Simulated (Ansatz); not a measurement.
BN in the rocksalt structure, relaxed with r2SCAN, was run in Ansatz 0.2.0 under altered settings. All numbers are computed, without spin polarisation but where a row says otherwise.

```xyz
2
Lattice="0.0000 1.7458 1.7458 1.7458 0.0000 1.7458 1.7458 1.7458 0.0000" Properties=species:S:1:pos:R:3 pbc="T T T"
B     0.0000    0.0000    0.0000
N     1.7458    1.7458    1.7458
```

The base run's other keys:
```yaml
kpoints:
  mp_grid: { grid: [8, 8, 8] }
hamiltonian:
  xc: r2scan
scf:
  occupations: { method: fixed }
  n_extra_bands: 4
```

It takes 6 iterations with 283 plane waves at 500 eV and 29 k points, and leaves a mean stress of -0.01 GPa. The gap over this mesh is 1.491 eV. It ran on 4 threads of Arm Neoverse N1 (shared host).

Outcomes, with energy and stress as changes against the base:
```
                                 setting            outcome  ΔF (meV/atom)  Δ mean stress (GPa)  gap on the mesh (eV)  iterations  wall time
                   scf.mixing.beta: 0.05          converged            0.0                 0.00                 1.491           8     0.67 s
          scf.occupations: gaussian 0.05          converged            0.0                 0.00                 1.491           6     0.62 s
          crystal.symmetry.detect: false          converged            0.0                 0.00                 1.491           6      2.5 s
       scf.occupations: fermi_dirac 0.05          converged            0.0                 0.00                 1.491           6     0.62 s
scf.occupations: methfessel_paxton 0.001          converged            0.0                 0.00                 1.491           6     0.63 s
                      scf.mixing.ndim: 2          converged            0.0                 0.00                 1.490           8     0.66 s
                      basis.ecutwfc: 200  converged, warned          +1722                +2.28                 0.977           6     0.44 s
                        basis.xc_grid: 3          converged            0.0                 0.00                 1.491           6     0.58 s
              scf.occupations: cold 0.05          converged            0.0                 0.00                 1.491           6     0.63 s
 scf.occupations: methfessel_paxton 0.05          converged            0.0                 0.00                 1.491           6     0.62 s
                    scf.n_extra_bands: 0          converged            0.0                 0.00                 1.491           6     0.61 s
       scf.mixing.preconditioner: kerker          converged            0.0                 0.00                 1.491           6     0.62 s
    scf.convergence.dr2_threshold: 1e-12          converged            0.0                 0.00                 1.491           9     0.68 s
         kpoints.mp_grid.grid: [2, 4, 6]  converged, warned           +358                +4.04                 1.590           7      0.7 s
```
A dash marks a value that wasn't obtained or can't be compared. Stress is positive in compression. Its mean hides that meshes of lower symmetry stress the axes unequally. The base took 0.64 s.

- basis.ecutwfc: 200. 65 plane waves in place of 283. The free energy moves by +1722 meV an atom, the mean stress by +2.28 GPa and the gap on the mesh by -0.513 eV (to 0.977). The basis is too small: these are errors of the cutoff. Warned: cutoff below recommended.
- kpoints.mp_grid.grid: [2, 4, 6]. The free energy moves by +358 meV an atom, the mean stress by +4.04 GPa (single components by up to 11.8) and the gap on the mesh by +0.100 eV (to 1.590). The mesh breaks the crystal's symmetry, so the stress, and any force that symmetry no longer fixes, lose it too. The gap changes mostly because other points are sampled; a mesh that misses a band edge overestimates it. The mesh is too coarse. Warned: symmetry narrowed by mesh.

Within 1 meV an atom, 0.1 GPa and 0.005 eV of the base stay: scf.mixing.beta: 0.05; scf.occupations: gaussian 0.05; crystal.symmetry.detect: false; scf.occupations: fermi_dirac 0.05; scf.occupations: methfessel_paxton 0.001; scf.mixing.ndim: 2; basis.xc_grid: 3; scf.occupations: cold 0.05; scf.occupations: methfessel_paxton 0.05; scf.n_extra_bands: 0; scf.mixing.preconditioner: kerker; scf.convergence.dr2_threshold: 1e-12.
